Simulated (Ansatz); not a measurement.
`CC[O][In]([CH3])[Cl]` + `CCC(=O)O` → `CCOC(=O)CC` + `[CH3][In]([OH])[Cl]`  (substitution at a C–O bond)

Computed with Ansatz on PBE0-D4/def2-TZVP structures; ΔE is electronic, products minus reactants. CCSD(T)/CBS is the MP2 limit (def2-TZVPP, def2-QZVPP) plus CCSD(T) − MP2 in def2-TZVPP, frozen cores. Elements past krypton have def2 core potentials. For In outer-core shells are correlated without core-valence functions, which leaves a few kJ/mol of doubt a bond. One conformer a species, not always the lowest.

| species | CCSD(T)/CBS(def2) energy (Eh) |
| --- | --- |
| `CC[O][In]([CH3])[Cl]` | -843.80850 |
| `CCC(=O)O` | -268.13670 |
| `CCOC(=O)CC` | -346.64644 |
| `[CH3][In]([OH])[Cl]` | -765.30086 |

Q: Work out ΔE.

A: ΔE = (-346.64644) + (-765.30086) − (-843.80850) − (-268.13670) = -0.00210 Eh = -5.5 kJ/mol.

Largest T1 diagnostic among the species: 0.014.
